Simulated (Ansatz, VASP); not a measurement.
# One calculation of Hf, two programs

```
Hf
1.0
    -2.04253    2.04253    1.11758
     2.04253   -2.04253    1.11758
     2.04253    2.04253   -1.11758
Hf
2
Direct
  0.62500 0.87500 0.75000
  0.37500 0.12500 0.25000
```

Change from the starting cell: volume scaled by 0.4, PAW files.

Alike in both runs: task single point; functional PBE; k mesh 14 × 14 × 14; occupations fermi-dirac, width 0.05 eV; no spin polarisation.

|  | VASP | Ansatz |
| --- | --- | --- |
| version | VASP 6.6.1 | Ansatz 0.2.0 |
| potentials or method | VASP PAW PBE potentials, release 64 (Hf_pv) | PAW with Ansatz's default frozen-core files, scalar-relativistic |
| plane-wave cutoff (eV) | 520 | 420 |
| valence electrons in the cell | 20 | 52 |

```csv
,VASP,Ansatz,Ansatz less VASP
pressure (GPa),469.8,482.2,+12.32
largest component of the traceless stress (GPa),2.63,0.09,-2.533
```

The two sets of potentials don't hold the same shells in valence.

Caveats: the cell as given lies far from equilibrium; so large a pressure means that the cell lies far from this level's equilibrium, or that cutoff or potentials fall short (VASP). The runs have no spin-orbit coupling, so splittings on Hf are missing.
